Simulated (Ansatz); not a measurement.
An Ansatz input:

```yaml
crystal:
  lattice:
    - [0.0, 2.4366708286, 2.4366708286]
    - [2.4366708286, 0.0, 2.4366708286]
    - [2.4366708286, 2.4366708286, 0.0]
  atoms:
    - { symbol: Fe, position: [0.125, 0.125, 0.125], spin: 2.5 }
    - { symbol: Fe, position: [0.875, 0.875, 0.875], spin: -2.5 }
hamiltonian:
  xc: pbe
  pseudopotentials:
    kind: paw
    azcp:
      Fe: "pseudopotentials/Fe.paw.azcp"
basis:
  ecutwfc: 420
  fft_grid_basis: typed
kpoints:
  mp_grid: { grid: [6, 6, 6], shift: [0, 0, 0] }
magnetization:
  spin_polarized: true
scf:
  occupations: { method: fermi_dirac, width: 0.1 }
```

Terminal output

```
Engine: ansatz 0.2.0, x86_64-unknown-linux-gnu
Pseudopotentials: kind: paw
Pseudopotential: Fe, paw, valence charge 16, recommended cutoff 420 eV (normal) 
Functional definition: PBE
  parameter kappa = 0.804
  parameter beta = 0.06672455060314922
  exchange = pbe_x(kappa = kappa, mu = beta*pi^2/3)
  correlation = pbe_c(beta = beta)
Crystal: 2 atoms, lattice volume = 28.935 Å³
Basis set: ecut = 420 eV, 537 PW (Γ)
Bands: 23, of which v1, the nominal top of the filled ones, is band 16 counted from 1 (15 counted from 0)
Symmetry: 24 space group operations
Space group: F-43m (ITA 216), of the structure as read, at distance tolerance 3.1e-5 Å
Magnetic group: BNS 227.130 (UNI 1632), of the structure as read, at distance tolerance 3.1e-5 Å
k-points: 16 of 216 (time reversal used)
Non-local potential: Fe, projectors of the file, l = 0: 3, l = 1: 2, l = 2: 3, l = 3: 1
PAW form: soft (Blöchl's): semilocal exchange-correlation on the pseudo side does not see the compensation charge
PAW one-centre angular grid: Fe, 590 points (default); XC on 64 Gauss nodes
Initial density: superposition of atomic densities (chi_scale 0.1, normalization cell)
Starting moments: Σ|m| = 5 μB on 2 of 2 sites
Starting magnetic order: antiferromagnet; an inversion exchanges its spin sublattices: spin-degenerate at every k-point
Initial wavefunctions: pseudopotential atomic-orbital guess
Functional: x = pbe(κ = 0.804, μ = 0.2195149727645171), c = pbe(β = 0.06672455060314922)
SCF iter   1: F=—  HF=-8957.462244 eV  |F-HF|=—  |Δ(HF+E_count)|=         —  Δρ=1.63e-1 (↑1.63e-1 ↓1.63e-1)  dr2=1.28e0  dr2_m=6.46e0  M=0.000 μB ∫|m|=1.738 μB  β_m=0.30  ethr=3.10e-3  ⟨swp⟩=5.1  Hψ=2821  notcnv=0
Mixer restart at iter 1: flushing history
spin=Collinear: Kerker preconditioning applied to the charge; magnetization (m = ρ↑ − ρ↓) channel mixes plain (no charge-response kernel on spin).
SCF iter   2: F=—  HF=-8956.925760 eV  |F-HF|=—  |Δ(HF+E_count)|=   5.36e-1  Δρ=1.14e-1 (↑1.14e-1 ↓1.14e-1)  dr2=2.55e-1  dr2_m=3.35e0  M=-0.000 μB ∫|m|=1.672 μB  β_m=0.62  ethr=3.10e-3  ⟨swp⟩=2.0  Hψ=1196  notcnv=0
SCF iter   3: F=—  HF=-8958.671134 eV  |F-HF|=—  |Δ(HF+E_count)|=    1.75e0  Δρ=6.29e-2 (↑6.29e-2 ↓6.28e-2)  dr2=2.07e-1  dr2_m=9.38e-1  M=-0.000 μB ∫|m|=0.769 μB  β_m=0.69  ethr=7.97e-4  ⟨swp⟩=3.2  Hψ=1660  notcnv=0
SCF iter   4: F=—  HF=-8958.417718 eV  |F-HF|=—  |Δ(HF+E_count)|=   2.53e-1  Δρ=1.16e-2 (↑1.16e-2 ↓1.16e-2)  dr2=9.20e-2  dr2_m=1.89e-2  M=-0.000 μB ∫|m|=0.201 μB  β_m=0.80  ethr=6.47e-4  ⟨swp⟩=2.9  Hψ=1587  notcnv=0  defer=2
...
SCF iter  15: F=-8958.462758 eV  HF=-8958.462758 eV  |F-HF|=1.27e-9  |Δ(HF+E_count)|=  6.18e-11  Δρ=1.17e-6 (↑1.10e-6 ↓1.17e-6)  dr2=1.38e-9  dr2_m=3.94e-13  M=-0.000 μB ∫|m|=0.000 μB  ethr=1.94e-12  ⟨swp⟩=1.1  Hψ=1951  notcnv=0
SCF 1 converged in 15 iterations: F = -8958.462758 eV  dr2 = 1.38e-9
WARN: the starting moments were not kept: the SCF closed with an absolute magnetisation of 3.3e-6 μB, where they sum to 5 μB in size (2 sites). That is at most 0.1 of that sum. Measured as dr2_m measures the in/out step, that magnetisation stands 8.2e-12 eV from none, at or under the dr2_threshold of 1.0e-7 eV: it is no larger than a step whose dr2_m would equal this threshold. The system may hold no moment; this SCF shows only that its start led to no more than that. To try another start: raise the starting moments (crystal.atoms[].spin, magnetization.per_species, magnetization.initial_magnetization, or on a non-collinear deck that types none of these the spinor_matrix: blocks that start its atoms; where the total moment is fixed, keep their sum and leave initial_magnetization as it is; typed ones take the place of any that the run laid by itself, positive ones on a crystal's lanthanoids without a Hubbard term where scf.initial_density.shell_occupations: [] is typed) or, if the notice of its spin-set hold's release reads "site moments contracting" or "site moments show no strong build", lengthen the hold (scf.mixing.spin_hold: { on: { confirm: 4 } }; for m-r²SCAN on two components see the key's manual first). Each may lead to a state that holds a moment. A second SCF, from the converged charge density, with the starting moments and any scf.initial_density.shell_occupations laid on it anew, would have followed, and was not run: the deck does not ask for one (magnetization.retry_lost_moments is false, the default). To let it run, set magnetization.retry_lost_moments: true and run the deck again, where that key's refused combinations let it; where memory then withholds it, that run's warning says so.
SCF converged after 15 iterations
Magnetization: -0.0000 μB (16.0000 up, 16.0000 down)
Absolute magnetization: 0.0000 μB (∫|ρ↑−ρ↓|, with the PAW one-centre terms)
Spin contamination: 0.0000 ħ² per cell (⟨S²⟩ above its minimum at these occupations)
Per-site moments (μB) at R_I (Å): [(-1.7525420588631745e-6, 0.8704652707690819), (1.2132928382028358e-6, 0.8704652707690819)]
Free energy (F): -8958.462758 eV
Harris-Foulkes:  -8958.462758 eV  (|F-HF|=1.27e-9)
Internal energy: -8958.371710 eV  (E = F + TS)
E sigma→0 (E₀):  -8958.417234 eV
Entropy (-TS):   -0.091049 eV (-45.524 meV/atom)
Fermi energy:    13.587895 eV
--- Per-component energies (eV) ---
  E_band       = -584.051589
  E_kinetic    = 712.443901
  E_local      = -5296.235994  (includes V_loc(G=0)·N_el)
  E_nonlocal   = 433.938261
  E_hartree    = 2236.072237
  E_xc         = -235.657279
  E_vxc        = -303.417494  (∫ρ·V_xc dr)
  E_paw        = -2734.234763  (= ΣΔE_a)
  E_vpaw       = -602.926180  (= ΣTr[D̂ρ^β])
  E_aug_tail   = 0.001551  (compensation charges beyond the density's cutoff)
  E_ewald      = -4074.699624
  E_smearing   = -0.091049  (= −TS)
  E_closure    = 0.000000  (closes the sum)
  Σ components = -8958.462758   (vs F -8958.462758, Δ=0.00e0)
--- Band table (eV; the first three rows and the last of 32) ---
  k-point 0 ↑: bands = ["-73.5212", "-73.1303", "-39.7220", "-39.7220", "-39.7220", "-39.1269", "-39.1269", "-39.1269", "6.8542", "10.8215", "10.8215", "11.1232", "11.1232", "11.1232", "13.1835", "13.1835", "13.1835", "14.8277", "14.8277", "27.8120", "27.8120", "27.8120", "28.0417"]
  k-point 1 ↑: bands = ["-73.5015", "-73.1491", "-39.7401", "-39.7401", "-39.7202", "-39.1327", "-39.1089", "-39.1089", "7.4176", "10.6529", "10.6529", "11.1643", "11.4146", "11.4146", "12.8773", "13.1694", "13.1694", "14.8181", "14.8181", "22.8199", "26.0394", "26.0394", "27.6788"]
  k-point 2 ↑: bands = ["-73.4535", "-73.1950", "-39.7736", "-39.7736", "-39.7173", "-39.1433", "-39.0757", "-39.0757", "8.9043", "10.6965", "10.6965", "11.3140", "11.4270", "11.4270", "12.2490", "13.4297", "13.4297", "14.7208", "14.7208", "18.3718", "24.7600", "24.7600", "26.5573"]
  k-point 15 ↓: bands = ["-73.3231", "-73.3231", "-39.8587", "-39.8587", "-39.4310", "-39.4310", "-38.9945", "-38.9945", "10.0121", "10.0121", "11.4394", "11.4394", "12.1266", "12.1266", "12.6284", "12.6284", "14.9762", "14.9762", "16.5362", "16.5362", "17.7529", "17.7529", "27.4467"]
```

Launched by

```sh
ansatz run input.yaml --threads 4 --pin off --max-ram 8192MiB --backend cpu --events-out ev --progress --plain --runs-dir out
```

On 4 threads of Intel(R) Xeon(R) Platinum 8488C (Sapphire Rapids) (shared host) this took about 2.3 s of wall time and 7.3 s of CPU time, with 0.37 GiB at the peak.
